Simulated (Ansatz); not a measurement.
The cell is CdS built on the 4H polytype prototype; cell and atoms were relaxed with r2SCAN. It is hexagonal, P6_3mc (No. 186); a = 4.161 Å, c = 13.554 Å in the conventional setting, 25.40 Å³ an atom. Cd has 4 S at 2.54–2.55 Å; Cd has 4 S at 2.55 Å; S has 4 Cd at 2.55 Å; S has 4 Cd at 2.54–2.55 Å.

```cif
data_structure
_symmetry_space_group_name_H-M 'P 1'
_symmetry_Int_Tables_number 1
_cell_length_a 4.1606
_cell_length_b 4.1606
_cell_length_c 13.5542
_cell_angle_alpha 90.000
_cell_angle_beta 90.000
_cell_angle_gamma 120.000
_cell_volume 203.20
loop_
_atom_site_label
_atom_site_type_symbol
_atom_site_fract_x
_atom_site_fract_y
_atom_site_fract_z
_atom_site_occupancy
Cd1 Cd 0.00000 0.00000 0.99965 1
Cd2 Cd 0.33333 0.66667 0.24989 1
Cd3 Cd 0.00000 0.00000 0.49965 1
Cd4 Cd 0.66667 0.33333 0.74989 1
S1 S 0.00000 0.00000 0.18764 1
S2 S 0.33333 0.66667 0.43782 1
S3 S 0.00000 0.00000 0.68764 1
S4 S 0.66667 0.33333 0.93782 1
```

The questions ask for values computed with the PAW code Ansatz on this geometry. No spin polarisation. The prototype was imposed, so other structures may be more stable.

Given (12×12×2 mesh): With PBE the gap is 1.13 eV and direct, at Γ.

**Question.** What does LDA give for the gap (12×12×2 mesh)?

**Answer.** With LDA the gap is 0.85 eV and direct, at Γ. The gap differs by -0.28 eV from PBE's.

**Question.** What does HSE06 give for the gap (6×6×2 mesh)?

**Answer.** The HSE06 gap is direct at Γ: 2.15 eV. The gap differs by +1.02 eV from PBE's.

**Question.** How does the gap change from PBE to Hartree-Fock (6×6×2)?

**Answer.** With Hartree-Fock the gap is 8.46 eV and direct, at Γ. The gap differs by +7.33 eV from PBE's.

**Question.** What fraction of exact exchange does the dielectric-dependent hybrid take (1/ε∞ of PBE, averaged over directions)?

**Answer.** 0.163.

Spin-orbit coupling is left out.

The meshes of the hybrids are coarse, so their gaps aren't converged to the digits shown.
